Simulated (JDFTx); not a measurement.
AlN:

```xyz
2
Lattice="0.0000 2.1840 2.1840 2.1840 0.0000 2.1840 2.1840 2.1840 0.0000" Properties=species:S:1:pos:R:3 pbc="T T T"
Al    0.0000    0.0000    0.0000
N     1.0920    1.0920    1.0920
```

Measurements of this composition are mostly on another form, of space group No. 186.

Base run:

```yaml
Program: JDFTx 1.7.0 (patched build)
Functional: HLE16
Potentials_or_basis: PseudoDojo-SR-PBE-0.5-standard
Cutoff: 1143 eV
Density_cutoff: 9143 eV
k_mesh: 10 × 10 × 10
Occupations: fermi-dirac, width 0.05 eV
Spin: no spin polarisation
```

Its results: band gap on the k mesh 4.49 eV, indirect (least direct gap 4.98 eV); pressure -32.7 GPa.

Question: After a change of settings the same cell gave: band gap on the k mesh 3.91 eV, indirect (least direct gap 4.70 eV); pressure 1.2 GPa. Which change was it?
A. functional from HLE16 to LDA; potentials or basis from PseudoDojo-SR-PBE-0.5-standard to PseudoDojo-SR-LDA-0.4.1-standard
B. functional from HLE16 to r2SCAN; potentials or basis from PseudoDojo-SR-PBE-0.5-standard to SG15-PBE-1.2; cutoff from 1143 eV to 1088 eV; density cutoff from 9143 eV to 8708 eV; valence electrons from 8 to 16
C. functional from HLE16 to PBEsol; potentials or basis from PseudoDojo-SR-PBE-0.5-standard to PseudoDojo-SR-PBEsol-0.4.1-standard

Answer: B.

Caveats: the potentials were made for another functional, which shifts forces and pressure; the cell as given lies far from equilibrium (some runs); the potentials were made for a functional far from this one (some runs); the empty levels aren't tightly converged (some runs); so large a pressure means that the cell lies far from this level's equilibrium, or that cutoff or potentials fall short (some runs).

Runs at the PBE level aren't shown here.
